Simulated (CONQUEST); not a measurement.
P:

```
CELL_PARAMETERS angstrom
3.29549 0.00000 0.00000
0.00000 4.54364 0.00000
0.00000 0.00000 10.93008
ATOMIC_POSITIONS crystal
P 0.00990 0.59324 0.90272
P 0.50990 0.59324 0.40272
P 0.00029 0.41410 0.09394
P 0.50029 0.41410 0.59394
P 0.49927 0.09350 0.09255
P 0.99927 0.09350 0.59255
P 0.49172 0.90595 0.90895
P 0.99172 0.90595 0.40895
```

The cell isn't the ideal one: atoms moved at random, drawn with an rms of 0.05 Å.

Base run:

* Program: CONQUEST 1.3
* Functional: PBE
* Potentials or basis: PseudoDojo NC PBE, DZP, grid cutoff 60 Ha
* k mesh: 8 × 6 × 3
* Occupations: fermi-dirac, width 0.05 eV
* Spin: no spin polarisation

Its results: band gap on the k mesh 0.33 eV; pressure 5.4 GPa; largest force 1.721 eV/Å.

Task: The run is repeated on the same cell with these changes: potentials or basis from PseudoDojo NC PBE, DZP, grid cutoff 60 Ha to PseudoDojo NC PBE, DZP, multi-site functions of range 5 bohr, grid cutoff 120 Ha. What comes out?

Result: Band gap on the k mesh 0.16 eV; pressure 8.1 GPa; largest force 1.801 eV/Å.

Caveats: an odd mesh through Γ misses points on the zone boundary, where band edges often lie; the basis of atomic orbitals isn't converged, which shifts pressures, moduli and gaps; multi-site functions contract the basis, which raises the energy a little and makes forces and stress less exact (some runs); the box holds several primitive cells, so bands are folded and the points are those of the box's own zone (some runs).
